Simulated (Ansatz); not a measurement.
Here is an Ansatz 0.2.0 calculation.

The input input.yaml:

```yaml
crystal:
  lattice:
    - [2.82766816, -4.89766492, 0.0]
    - [5.65533632, 0.0, 0.0]
    - [2.82766816, -1.63255497, 4.63546322]
  atoms:
    - { symbol: Ba, position: [0.91779247, 0.96775091, 0.97383736] }
    - { symbol: Ba, position: [0.57742951, 0.65455723, 0.34893146] }
    - { symbol: Ti, position: [0.85544443, 0.70465259, 0.78240916] }
    - { symbol: Ti, position: [0.2254501, 0.19420324, 0.34593407] }
    - { symbol: O, position: [0.10783783, 0.46592468, 0.94251724] }
    - { symbol: O, position: [0.52682404, 0.06235204, 0.36075773] }
    - { symbol: O, position: [0.62664548, 0.39895374, 0.01956568] }
    - { symbol: O, position: [0.86136909, 0.0487807, 0.56098022] }
    - { symbol: O, position: [0.50457995, 0.98889507, 0.05291614] }
    - { symbol: O, position: [0.8179271, 0.5352298, 0.54825093] }
hamiltonian:
  xc: pbesol
  pseudopotentials: { kind: paw }
kpoints:
  mp_grid: { grid: [6, 6, 6] }
scf:
  occupations: { method: fermi_dirac, width: 0.05 }
output:
  forces: true
  stress: true
  eigenvalues: true
relax:
  f_tol: 0.01
  max_steps: 40
  cell: { stress_tol: 0.05 }
```

Potentials or basis: Ansatz PAW.

Run with:

```sh
$ ansatz run input.yaml --threads 4 --pin off --max-ram 11264MiB --backend cpu --events-out ev --progress --plain --runs-dir out
```

Problem. Estimate the space group after relaxing (to 0.05 Å).

Solution. R3m (No. 160).

Problem. What does it give for the relaxed volume?

Solution. 12.69 Å³/atom.

Problem. What does it give for the relaxed cell?

Solution. a = 5.635 Å, b = 5.648 Å, c = 5.635 Å, α = 60.08°, β = 60.00°, γ = 60.08°.

Problem. Estimate the band gap on the k mesh.

Solution. 2.31 eV, direct.

The path:
```csv
step,energy change (eV),largest force (eV/Å),volume (Å³)
1,0.0000,19.6691,128.39
2,-10.6032,10.6975,135.03
3,-17.2797,5.7850,138.62
4,-20.8535,3.0577,137.79
5,-22.9798,1.4506,132.63
6,-23.9901,0.5010,126.92
7,-24.0789,0.2328,126.57
8,-24.1157,0.0646,126.95
9,-24.1176,0.0287,127.12
10,-24.1185,0.0021,126.95
11,-24.1184,0.0003,126.98
12,-24.1136,0.0003,126.98
13,-24.1138,0.0003,126.93
14,-24.1136,0.0003,126.93
```

Caveat: the plane-wave basis is chosen anew once the cell has moved, so the energies of steps on either side of that aren't comparable; the pressure holds a Pulay correction of +0.6 GPa for the finite cutoff; spin-orbit coupling is left out, which moves the levels of the heavy elements; the PAW data sets come from PBE, with cores solved anew for the run's functional, which leaves a small shift of forces and pressure. A k mesh can miss the band edges.
